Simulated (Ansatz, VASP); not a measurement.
## One calculation of Zn, two programs

```
Zn
1.0
    -1.42410    1.42410    1.42410
     1.42410   -1.42410    1.42410
     1.42410    1.42410   -1.42410
Zn
1
Direct
  0.00000 0.00000 0.00000
```

Change from the starting cell: volume scaled by 0.75, PAW files.

Alike in both runs: task single point; functional PBE; k mesh 19 × 19 × 19; occupations fermi-dirac, width 0.1 eV; no spin polarisation.

|  | VASP | Ansatz |
| --- | --- | --- |
| version | VASP 6.6.1 | Ansatz 0.2.0 |
| potentials or method | VASP PAW PBE potentials, release 64 (Zn) | PAW with Ansatz's default frozen-core files, scalar-relativistic |
| plane-wave cutoff (eV) | 520 | 420 |
| valence electrons in the cell | 12 | 12 |

VASP gave:

| Quantity | Value |
| --- | --- |
| pressure (GPa) | 40.3 |

Task: Which values does Ansatz return?

Result: Pressure (GPa): 39.4.

Caveats: so large a pressure means that the cell lies far from this level's equilibrium, or that cutoff or potentials fall short (VASP).
